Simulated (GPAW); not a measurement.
Crystal: GaN.

```
Ga N
1.0
     3.18000    0.00000    0.00000
    -1.59000    2.75396    0.00000
     0.00000    0.00000    5.16600
Ga N
2 2
Cartesian
  1.5900 0.9180 2.5830
  0.0000 1.8360 0.0000
  1.5900 0.9180 4.5203
  0.0000 1.8360 1.9373
```

- Program: GPAW 26.7.0
- Task: relaxation of cell and atoms
- Functional: SCAN
- Potentials or basis: GPAW PAW data sets (gpaw-data 1.2.1)
- Cutoff: 800 eV
- Basis: pw
- k mesh: 7 × 7 × 4
- Occupations: fermi-dirac, width 0.05 eV
- Spin: no spin polarisation

At the start: pressure 7.4 GPa; volume 11.31 Å³/atom.

**Question.** Where does the relaxation end?

**Answer.** Over 12 steps the energy falls by 10.8 meV/atom and the volume is 11.68 Å³/atom (+3.3 %); space group P6_3mc (No. 186, to 0.05 Å).

Step by step:
```csv
step,energy change (eV),largest force (eV/Å),pressure (GPa),volume (Å³)
1,0.0000,0.2501,7.45,45.24
2,-0.0139,0.1465,6.08,45.50
3,-0.0392,0.1477,1.26,46.47
4,-0.0412,0.1165,0.47,46.64
5,-0.0425,0.0433,-0.12,46.76
6,-0.0425,0.0341,-0.10,46.76
7,-0.0426,0.0538,-0.04,46.74
8,-0.0428,0.0647,0.04,46.73
9,-0.0430,0.0492,0.09,46.72
10,-0.0431,0.0199,0.05,46.72
11,-0.0432,0.0052,0.01,46.73
12,-0.0432,0.0108,-0.01,46.74
```

Final structure:
```
Ga N
1.0
     3.21500    0.00000    0.00000
    -1.60750    2.78427    0.00000
     0.00000    0.00000    5.22120
Ga N
2 2
Direct
  0.66667 0.33333 0.50225
  0.33333 0.66667 0.00222
  0.66667 0.33333 0.87964
  0.33333 0.66667 0.37948
```

Caveat: the data sets keep Ga 3d, Li 1s and Be 1s frozen, and some such compounds lay over 1.5 % in volume off other programs; later steps reuse the first step's grids; the PAW data sets were made with another functional, which shifts forces and pressure a little.
